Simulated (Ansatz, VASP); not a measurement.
One calculation of Pd, two programs

Contents of INCAR:

```
ALGO = Normal ; EDIFF = 1E-7
ENCUT = 520 ; GGA = PS
ISIF = 2 ; ISMEAR = -1
LASPH = True ; LCHARG = False
LREAL = False ; LWAVE = False
NBANDS = 17 ; NELM = 100
PREC = Accurate ; SIGMA = 0.05
```

KPOINTS

```
k-points
0
Gamma
  11 11 6
```

File POSCAR:

```
Pd
1.0
    2.7649821671      0.0000000000      0.0000000000
   -1.3824910836      2.3945447978      0.0000000000
    0.0000000000      0.0000000000      4.5978256680
Pd
2
Direct
    0.3333333333      0.6666666667      0.2500000000
    0.6666666667      0.3333333333      0.7500000000
```

The input input.yaml:

```yaml
crystal:
  lattice:
    - [2.7649821671, 0.0, 0.0]
    - [-1.3824910836, 2.3945447978, 0.0]
    - [0.0, 0.0, 4.597825668]
  atoms:
    - { symbol: Pd, position: [0.3333333333, 0.6666666667, 0.25] }
    - { symbol: Pd, position: [0.6666666667, 0.3333333333, 0.75] }
hamiltonian:
  xc: pbesol
  pseudopotentials: { kind: paw }
kpoints:
  mp_grid: { grid: [11, 11, 6] }
scf:
  occupations: { method: fermi_dirac, width: 0.05 }
output:
  forces: true
  stress: true
  eigenvalues: true
```

Change from the starting cell: volume scaled by 0.98.

Alike in both runs: task single point; functional PBEsol; k mesh 11 × 11 × 6; occupations fermi-dirac, width 0.05 eV; no spin polarisation.

|  | VASP | Ansatz |
| --- | --- | --- |
| version | VASP 6.6.1 | Ansatz 0.2.0 |
| potentials or method | VASP PAW PBE potentials, release 64 (Pd) | Ansatz PAW |
| plane-wave cutoff (eV) | 520 | 420 |
| valence electrons in the cell | 20 | 36 |

```tsv
	VASP	Ansatz	Ansatz less VASP
gap on the k mesh at the Fermi level (eV)	none	none	-
pressure (GPa)	-7.6	-7.3	+0.28
largest component of the traceless stress (GPa)	0.28	0.34	+0.056
```

A gap of «none» marks a metal or a gap that the smearing closes. The two sets of potentials don't hold the same shells in valence.

Caveats: the PAW data sets were made with another functional, which shifts forces and pressure a little (VASP); the PAW data sets come from PBE, with cores solved anew for the run's functional, which leaves a small shift of forces and pressure (Ansatz).
